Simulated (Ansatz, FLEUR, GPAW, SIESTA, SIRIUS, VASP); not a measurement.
## SiC: 6 runs at one level of theory

```
Si C
1.0
     0.00000    2.17900    2.17900
     2.17900    0.00000    2.17900
     2.17900    2.17900    0.00000
Si C
1 1
Cartesian
  0.0000 0.0000 0.0000
  3.2685 3.2685 3.2685
```

Alike in all runs: task equation of state; functional PBEsol; k mesh 10 × 10 × 10; occupations fermi-dirac, width 0.05 eV; no spin polarisation; no spin-orbit coupling.

| program and potentials | plane-wave cutoff (eV) | notes | equilibrium volume (Å³/atom) | bulk modulus (GPa) |
| --- | --- | --- | --- | --- |
| SIESTA, files PseudoDojo sr-pbesol-0.4.1-standard, DZP (energy shift 0.003 Ry) | - | atomic basis | 10.48 | 219.7 |
| VASP, PBE PAW files C, Si, 520 eV | 520 | potentials made for PBE | 10.36 | 220.9 |
| FLEUR, all-electron, FLAPW | - | - | 10.34 | 221.1 |
| SIRIUS, PseudoDojo 0.4.1 PBEsol standard (scalar relativistic) | 1127 | - | 10.34 | 220.6 |
| GPAW, PAW data sets generated for this functional | 800 | - | 10.40 | 221.1 |
| Ansatz, all-electron LAPW, scalar-relativistic | - | - | 10.33 | 221.1 |

The equilibrium volume spans 10.33 (Ansatz, all-electron LAPW, scalar-relativistic) to 10.48 Å³/atom (SIESTA, files PseudoDojo sr-pbesol-0.4.1-standard, DZP (energy shift 0.003 Ry)), with all-electron results at 10.33 to 10.34. The bulk modulus spans 219.7 (SIESTA, files PseudoDojo sr-pbesol-0.4.1-standard, DZP (energy shift 0.003 Ry)) to 221.1 GPa (Ansatz, all-electron LAPW, scalar-relativistic), with all-electron results at 221.1. Rows in atomic bases carry the error of their basis and grid, which can be large.

The functional is the same throughout but for its coding, so the spread measures potentials, basis and numerics; runs on potential files found faulty are left out.

The two all-electron codes agree almost exactly on zincblende SiC, and most of the other runs stay close to them. The high bulk modulus reflects a dense network of short, partly ionic sp³ bonds. Carbon has no p shell in its core, so its 2p orbitals are compact and overlap strongly with the silicon valence states, making compression costly. The closed cores of both elements lie deep and barely respond to bonding, which probably explains why even the PBE-generated PAW data shift the volume only to 10.36 Å³/atom.

SIESTA gives the largest volume and the softest lattice, as expected if a small set of confined orbitals describes the bond charge incompletely and underbinds the crystal. A larger volume does not always mean a softer lattice, however: GPAW gives 10.40 Å³/atom yet matches the all-electron bulk modulus, while SIRIUS matches the FLEUR volume with a slightly lower modulus. The results do not address the energetic order of the cubic and hexagonal polytypes, which depends on much subtler differences in stacking.
